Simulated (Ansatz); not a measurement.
# Si (I4_1/amd) in Ansatz: equation of state

How stiff is Si in PBEsol, and what volume does it want? The cell is scaled to several volumes.

All numbers are computed with Ansatz 0.2.0; they aren't measurements. Logs are shortened: lines on timing, memory, paths and dates and some standing lists are left out, and cuts for length are marked.

**1. The crystal as given**

It takes space group I4_1/amd (No. 141, tetragonal). Conventional cell: a = 4.743 Å, b = 4.743 Å, c = 2.659 Å, α = 90.00°, β = 90.00°, γ = 90.00°. Si (site symmetry -4m2) is surrounded by 6 Si at 2.46 to 2.66 Å.

This isn't the form of Si at room conditions, which is diamond.

**2. Single point, PBEsol, 14.05 Å³/atom (volume scaled by 0.94)**

input.yaml reads:

```yaml
crystal:
  lattice:
    - [-2.3229633681, 2.3229633681, 1.3021299107]
    - [2.3229633681, -2.3229633681, 1.3021299107]
    - [2.3229633681, 2.3229633681, -1.3021299107]
  atoms:
    - { symbol: Si, position: [0.5, 0.5, 0.0] }
    - { symbol: Si, position: [0.25, 0.75, 0.5] }
hamiltonian:
  xc: pbesol
  pseudopotentials: { kind: paw }
kpoints:
  mp_grid: { grid: [11, 11, 11] }
scf:
  occupations: { method: fermi_dirac, width: 0.05 }
output:
  forces: true
  stress: true
  eigenvalues: true
  write_density: true
  write_potential: true
  elf: true
  volumetric_format: npy
```

Potentials or basis: Ansatz PAW.

Launch:

```console
$ ansatz run input.yaml --threads 2 --pin off --max-ram 5632MiB --backend cpu --events-out ev --progress --plain --runs-dir out
```

Output:

```text
Warning: RAYON_NUM_THREADS=2 ignored (pool sized by the plan → 2); use --threads N
Engine: ansatz 0.2.0, x86_64-unknown-linux-gnu
Pseudopotentials: kind: paw
Pseudopotential: Si, paw, valence charge 4, recommended cutoff 420 eV (normal), Si.paw.azcp
Functional definition: PBEsol
  exchange = pbesol_x
  correlation = pbesol_c
Crystal: 2 atoms, lattice volume = 28.106 Å³
Basis set: ecut = 420 eV, 541 PW (Γ), exchange–correlation on 48×48×48 points (8 copies of the dense FFT grid, shifted against one another)
Bands: 8, of which v1, the nominal top of the filled ones, is band 4 counted from 1 (3 counted from 0)
Symmetry: 16 space group operations
Space group: I41/amd (ITA 141), of the structure as read, at distance tolerance 3.0e-5 Å
k-points: 126 of 1331
Non-local potential: Si, projectors of the file, l = 0: 2, l = 1: 2, l = 2: 2
PAW form: soft (Blöchl's): semilocal exchange-correlation on the pseudo side does not see the compensation charge
PAW frozen core: Si, regenerated for the run's functional, and the local potential with it (the file was generated under x = pbe(κ = 0.804, μ = 0.2195149727645171), c = pbe(β = 0.06672455060314922))
PAW one-centre angular grid: Si, 110 points (default); XC on 64 Gauss nodes
Initial density: superposition of atomic densities (neutral atoms: chi_scale 0, normalization atom), corrected by the library's trained network
Initial wavefunctions: pseudopotential atomic-orbital guess
Functional: x = pbesol(κ = 0.804, μ = 0.12345679012345678), c = pbesol(β = 0.046)
SCF iter   1: F=—  HF=-1242.550225 eV  |F-HF|=—  |Δ(HF+E_count)|=         —  Δρ=1.92e-3  dr2=3.63e-4  ethr=1.77e-3  ⟨swp⟩=5.1  Hψ=8216  notcnv=0
preconditioner: auto → none  [metal: Δε(μ)=0.018 eV  Ē_g=10.625 eV  σ=0.050 eV  W_gap=0.09  n_scr=4 (ndim 8)  ℏωp=19.8 eV  f_vac=0.000  D(μ)=0.79/eV (n_scr^D=4)  sad-step TF]
SCF iter   2: F=—  HF=-1242.550355 eV  |F-HF|=—  |Δ(HF+E_count)|=   1.29e-4  Δρ=1.10e-3  dr2=1.25e-4  ethr=4.53e-6  ⟨swp⟩=1.9  Hψ=2165  notcnv=0
SCF iter   3: F=—  HF=-1242.550398 eV  |F-HF|=—  |Δ(HF+E_count)|=   4.29e-5  Δρ=6.19e-5  dr2=6.82e-7  ethr=1.56e-6  ⟨swp⟩=1.0  Hψ=1003  notcnv=0
SCF iter   4: F=—  HF=-1242.550375 eV  |F-HF|=—  |Δ(HF+E_count)|=   2.31e-5  Δρ=1.14e-5  dr2=1.63e-8  ethr=8.52e-9  ⟨swp⟩=2.1  Hψ=1492  notcnv=0
iter 5 did not close the SCF: its close was put off for the readings that it lacked (scf_convergence_deferred on its scf_iter line)
SCF iter   5: F=-1242.550375 eV  HF=-1242.550375 eV  |F-HF|=2.18e-11  |Δ(HF+E_count)|=  4.28e-10  Δρ=8.06e-7  dr2=1.11e-10  ethr=2.04e-10  ⟨swp⟩=2.0  Hψ=1493  notcnv=0
SCF iter   6: F=-1242.550375 eV  HF=-1242.550375 eV  |F-HF|=0.00e0  |Δ(HF+E_count)|=  1.57e-11  Δρ=1.25e-7  dr2=3.10e-12  ethr=1.39e-12  ⟨swp⟩=3.2  Hψ=4154  notcnv=0
SCF 1 converged in 6 iterations: F = -1242.550375 eV  dr2 = 3.10e-12
SCF converged after 6 iterations
Free energy (F): -1242.550375 eV
Harris-Foulkes:  -1242.550375 eV  (|F-HF|=0.00e0)
Internal energy: -1242.543897 eV  (E = F + TS)
E sigma→0 (E₀):  -1242.547136 eV
Entropy (-TS):   -0.006478 eV (-3.239 meV/atom)
Fermi energy:    10.732165 eV
--- Per-component energies (eV) ---
  E_band       = 40.031456
  E_kinetic    = 85.331384
  E_local      = 0.697434  (includes V_loc(G=0)·N_el)
  E_nonlocal   = 51.935669
  E_hartree    = 2.006017
  E_xc         = -112.264364
  E_vxc        = -97.405082  (∫ρ·V_xc dr)
  E_paw        = -997.470661  (= ΣΔE_a)
  E_vpaw       = -4.539997  (= ΣTr[D̂ρ^β])
  E_aug_tail   = 0.000013  (compensation charges beyond the density's cutoff)
  E_ewald      = -272.842510
  E_core_change = 0.063121  (= ΣΔE_core)
  E_smearing   = -0.006478  (= −TS)
  E_closure    = -0.000000  (closes the sum)
  Σ components = -1242.550375   (vs F -1242.550375, Δ=0.00e0)
--- Forces (eV/Å), atoms counted from 1 ---
  atom   1  Si    -0.00000000    -0.00000000    -0.00000000
  atom   2  Si     0.00000000    -0.00000000     0.00000000
  max |Σ_I F_I| component: 6.94e-17 eV/Å
--- Stress (GPa, compression-positive) ---
       10.422788       0.000000       0.000000
        0.000000      10.422788      -0.000000
        0.000000      -0.000000       6.565947
  P = ⅓ Tr σ = 9.1372 GPa (91.372 kbar)
--- Band table (eV; the first three rows and the last of 126) ---
  k-point 0: bands = ["-3.7432", "8.1570", "8.1570", "9.2169", "11.9543", "18.4997", "20.3846", "20.3846"]
  k-point 1: bands = ["-3.6328", "6.7503", "8.2557", "10.0866", "12.7636", "17.4693", "19.6091", "20.2852"]
  k-point 2: bands = ["-3.3020", "4.9009", "8.5516", "10.7413", "14.7562", "15.8837", "18.2464", "19.9500"]
  k-point 125: bands = ["1.5936", "2.3276", "3.4784", "4.2040", "16.4466", "16.4644", "23.9835", "24.5713"]
```

rho_z.tsv:

```text
# z_ang	rho[e/angstrom^3]
# format = ansatz-planar-average/11
# lattice	-2.322963368	2.322963368	1.302129911
# lattice	2.322963368	-2.322963368	1.302129911
# lattice	2.322963368	2.322963368	-1.302129911
# sites	2
# site	14	0.000000000	0.000000000	1.302129911
# site	14	2.322963368	0.000000000	0.651064955
0.000000	2.537510e-1
0.147242	2.580917e-1
0.294485	2.698600e-1
0.441727	2.855373e-1
0.588969	3.003394e-1
0.736212	3.102811e-1
[... 16 lines left out ...]
3.239332	2.698600e-1
3.386574	2.580917e-1
```

v_z.tsv:

```text
# z_ang	v_es[eV]	v_tot[eV]
# format = ansatz-planar-average/11
# xc	pbesol
# density_cutoff_ev	1680
# datasets	Si=:simpson_from_first_knot:soft:shift=-540422
# lattice	-2.322963368	2.322963368	1.302129911
# lattice	2.322963368	-2.322963368	1.302129911
# lattice	2.322963368	2.322963368	-1.302129911
# sites	2
# site	14	0.000000000	0.000000000	1.302129911
# site	14	2.322963368	0.000000000	0.651064955
0.000000	-1.879600e0	-1.354759e1
0.147242	-1.429159e0	-1.305103e1
0.294485	-1.608404e-1	-1.165291e1
0.441727	1.688694e0	-9.603385e0
0.588969	3.732671e0	-7.374488e0
0.736212	5.450476e0	-5.605934e0
[... 16 lines left out ...]
3.239332	-1.608404e-1	-1.165291e1
3.386574	-1.429159e0	-1.305103e1
```

Wall time 1.4 s (2 threads of Intel Xeon Platinum 8259CL at 2.50GHz (Skylake/Cascade Lake), shared host); peak memory 0.38 GiB.

What came out:

```
Free energy            : -1242.5504 eV
Pressure               : 9.1 GPa
Band gap on the k mesh : none (metal or under the smearing width)
```

Caveat: the PAW data sets come from PBE, with cores solved anew for the run's functional, which leaves a small shift of forces and pressure.

**3. Single point, PBEsol, 14.35 Å³/atom (volume scaled by 0.96)**

input.yaml reads:

```yaml
crystal:
  lattice:
    - [-2.339322804, 2.339322804, 1.3113001418]
    - [2.339322804, -2.339322804, 1.3113001418]
    - [2.339322804, 2.339322804, -1.3113001418]
  atoms:
    - { symbol: Si, position: [0.5, 0.5, 0.0] }
    - { symbol: Si, position: [0.25, 0.75, 0.5] }
hamiltonian:
  xc: pbesol
  pseudopotentials: { kind: paw }
kpoints:
  mp_grid: { grid: [11, 11, 11] }
scf:
  occupations: { method: fermi_dirac, width: 0.05 }
output:
  forces: true
  stress: true
  eigenvalues: true
```

Potentials or basis: Ansatz PAW.

Launch:

```console
$ ansatz run input.yaml --threads 2 --pin off --max-ram 5632MiB --backend cpu --events-out ev --progress --plain --runs-dir out
```

Run time: 1.1 s. Hardware: 2 threads of Intel Xeon Platinum 8259CL at 2.50GHz (Skylake/Cascade Lake), shared host; peak memory 0.36 GiB.

It converged, with:

| Item | Value |
| --- | --- |
| Free energy | -1242.5785 eV |
| Pressure | 6.0 GPa |
| Band gap on the k mesh | none (metal or under the smearing width) |

Caveat: the PAW data sets come from PBE, with cores solved anew for the run's functional, which leaves a small shift of forces and pressure.

**4. Single point, PBEsol, 14.65 Å³/atom (volume scaled by 0.98)**

input.yaml, as its differences from that of step 3:

```diff
@@ -2,5 +2,5 @@
   lattice:
-    - [-2.339322804, 2.339322804, 1.3113001418]
-    - [2.339322804, -2.339322804, 1.3113001418]
-    - [2.339322804, 2.339322804, -1.3113001418]
+    - [-2.3554565746, 2.3554565746, 1.3203438769]
+    - [2.3554565746, -2.3554565746, 1.3203438769]
+    - [2.3554565746, 2.3554565746, -1.3203438769]
   atoms:
@@ -19 +19,5 @@
   eigenvalues: true
+  write_density: true
+  write_potential: true
+  elf: true
+  volumetric_format: npy
```

Launch:

```console
$ ansatz run input.yaml --threads 2 --pin off --max-ram 5632MiB --backend cpu --events-out ev --progress --plain --runs-dir out
```

Wall time 1.4 s (2 threads of Intel Xeon Platinum 8259CL at 2.50GHz (Skylake/Cascade Lake), shared host); peak memory 0.38 GiB.

The run converged. Its results:

| Property | Result |
| --- | --- |
| Free energy | -1242.5956 eV |
| Pressure | 3.2 GPa |
| Band gap on the k mesh | none (metal or under the smearing width) |

Caveat: the PAW data sets come from PBE, with cores solved anew for the run's functional, which leaves a small shift of forces and pressure.

**5. Single point, PBEsol, 14.95 Å³/atom**

input.yaml reads:

```yaml
crystal:
  lattice:
    - [-2.3713723045, 2.3713723045, 1.3292653899]
    - [2.3713723045, -2.3713723045, 1.3292653899]
    - [2.3713723045, 2.3713723045, -1.3292653899]
  atoms:
    - { symbol: Si, position: [0.5, 0.5, 0.0] }
    - { symbol: Si, position: [0.25, 0.75, 0.5] }
hamiltonian:
  xc: pbesol
  pseudopotentials: { kind: paw }
kpoints:
  mp_grid: { grid: [11, 11, 11] }
scf:
  occupations: { method: fermi_dirac, width: 0.05 }
output:
  forces: true
  stress: true
  eigenvalues: true
```

Launch:

```console
$ ansatz run input.yaml --threads 2 --pin off --max-ram 5632MiB --backend cpu --events-out ev --progress --plain --runs-dir out
```

Wall time 1.1 s (2 threads of Intel Xeon Platinum 8259CL at 2.50GHz (Skylake/Cascade Lake), shared host); peak memory 0.37 GiB.

Results (log left out):

| Quantity | Value |
| --- | --- |
| Free energy | -1242.6028 eV |
| Pressure | 0.7 GPa |
| Band gap on the k mesh | none (metal or under the smearing width) |

Caveat: the PAW data sets come from PBE, with cores solved anew for the run's functional, which leaves a small shift of forces and pressure.

**6. Single point, PBEsol, 15.25 Å³/atom (volume scaled by 1.02)**

input.yaml, as its differences from that of step 5:

```diff
@@ -2,5 +2,5 @@
   lattice:
-    - [-2.3713723045, 2.3713723045, 1.3292653899]
-    - [2.3713723045, -2.3713723045, 1.3292653899]
-    - [2.3713723045, 2.3713723045, -1.3292653899]
+    - [-2.3870772145, 2.3870772145, 1.3380687285]
+    - [2.3870772145, -2.3870772145, 1.3380687285]
+    - [2.3870772145, 2.3870772145, -1.3380687285]
   atoms:
```

Potentials or basis: Ansatz PAW.

Launch:

```console
$ ansatz run input.yaml --threads 2 --pin off --max-ram 5632MiB --backend cpu --events-out ev --progress --plain --runs-dir out
```

Wall time 1.1 s (2 threads of Intel Xeon Platinum 8259CL at 2.50GHz (Skylake/Cascade Lake), shared host); peak memory 0.37 GiB.

The run converged. Its results:

| Quantity | Value |
| --- | --- |
| Free energy | -1242.6011 eV |
| Pressure | -1.6 GPa |
| Band gap on the k mesh | none (metal or under the smearing width) |

Caveat: the PAW data sets come from PBE, with cores solved anew for the run's functional, which leaves a small shift of forces and pressure.

**7. Single point, PBEsol, 15.55 Å³/atom (volume scaled by 1.04)**

input.yaml, as its differences from that of step 6:

```diff
@@ -2,5 +2,5 @@
   lattice:
-    - [-2.3870772145, 2.3870772145, 1.3380687285]
-    - [2.3870772145, -2.3870772145, 1.3380687285]
-    - [2.3870772145, 2.3870772145, -1.3380687285]
+    - [-2.4025781503, 2.4025781503, 1.3467577299]
+    - [2.4025781503, -2.4025781503, 1.3467577299]
+    - [2.4025781503, 2.4025781503, -1.3467577299]
   atoms:
```

Launch:

```console
$ ansatz run input.yaml --threads 2 --pin off --max-ram 5632MiB --backend cpu --events-out ev --progress --plain --runs-dir out
```

Run time: 1.1 s. Hardware: 2 threads of Intel Xeon Platinum 8259CL at 2.50GHz (Skylake/Cascade Lake), shared host; peak memory 0.38 GiB.

It converged, with:

| Property | Result |
| --- | --- |
| Free energy | -1242.5914 eV |
| Pressure | -3.6 GPa |
| Band gap on the k mesh | none (metal or under the smearing width) |

Caveat: the PAW data sets come from PBE, with cores solved anew for the run's functional, which leaves a small shift of forces and pressure.

**8. Single point, PBEsol, 15.85 Å³/atom (volume scaled by 1.06)**

input.yaml reads:

```yaml
crystal:
  lattice:
    - [-2.4178816084, 2.4178816084, 1.3553360359]
    - [2.4178816084, -2.4178816084, 1.3553360359]
    - [2.4178816084, 2.4178816084, -1.3553360359]
  atoms:
    - { symbol: Si, position: [0.5, 0.5, 0.0] }
    - { symbol: Si, position: [0.25, 0.75, 0.5] }
hamiltonian:
  xc: pbesol
  pseudopotentials: { kind: paw }
kpoints:
  mp_grid: { grid: [11, 11, 11] }
scf:
  occupations: { method: fermi_dirac, width: 0.05 }
output:
  forces: true
  stress: true
  eigenvalues: true
  write_density: true
  write_potential: true
  elf: true
  volumetric_format: npy
```

Launch:

```console
$ ansatz run input.yaml --threads 2 --pin off --max-ram 5632MiB --backend cpu --events-out ev --progress --plain --runs-dir out
```

Run time: 1.4 s. Hardware: 2 threads of Intel Xeon Platinum 8259CL at 2.50GHz (Skylake/Cascade Lake), shared host; peak memory 0.38 GiB.

The run converged. Its results:

* Free energy: -1242.5747 eV
* Pressure: -5.4 GPa
* Band gap on the k mesh: none (metal or under the smearing width)

Caveat: the PAW data sets come from PBE, with cores solved anew for the run's functional, which leaves a small shift of forces and pressure.

**9. Equation of state, PBEsol**

Potentials or basis: Ansatz PAW.

This step only gathers the single runs of the series.

Results:

| Quantity | Value |
| --- | --- |
| Equilibrium volume | 15.04 Å³/atom |
| Bulk modulus at fixed shape and positions | 116 GPa |
| Pressure derivative of the bulk modulus | 4.6 |

Energy against volume, from the lowest point:
```csv
volume (Å³/atom),energy (meV/atom)
14.053,26.21
14.352,12.13
14.651,3.58
14.950,0.00
15.249,0.86
15.548,5.69
15.847,14.05
```

Caveat: the cell was scaled at fixed shape and fractional positions, which overstates the stiffness of a crystal with free parameters, most of all of layers and chains.
